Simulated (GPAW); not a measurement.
ZnS (Wurtzite-2H), 4 atoms in the cell. It takes space group P6_3mc (No. 186, hexagonal). The conventional cell has a = 3.811 Å, b = 3.811 Å, c = 6.140 Å, α = 90.00°, β = 90.00°, γ = 120.00°. Zn (site symmetry 3m) has 4 S at 2.31 to 2.36 Å as nearest neighbours. S (site symmetry 3m) has 4 Zn at 2.31 to 2.36 Å as nearest neighbours. 

```yaml
Program: GPAW 26.7.0
Task: dielectric tensor
Functional: LDA
Potentials_or_basis: the program's PAW data sets (release 1.2.1) made for this functional
Cutoff: 400 eV
Basis: pw
k_mesh: 7 × 7 × 4
Occupations: fermi-dirac, width 0.001 eV
Spin: no spin polarisation
Response_ecut: 80 eV
Maxiter: 150
Response_k_mesh: 10 × 10 × 6
Response_bands: 58
Kernels: "[\"RPA\"]"
Coarser_k_mesh: 10 × 10 × 6
```

Potentials or basis: the program's PAW data sets (release 1.2.1) made for this functional, pw.

The run is started by

```sh
$ OMP_NUM_THREADS=1 python run.py
```

Hardware: 1 thread of Arm Neoverse V2, with other jobs on the host.

**Question.** How long does it take, and how much memory?

**Answer.** Wall time 7.6 min on 1 thread of Arm Neoverse V2, with other jobs on the host, peak memory 0.66 GiB. Counts: scf iterations 26, plane waves 1418, bands 31, k points 60.
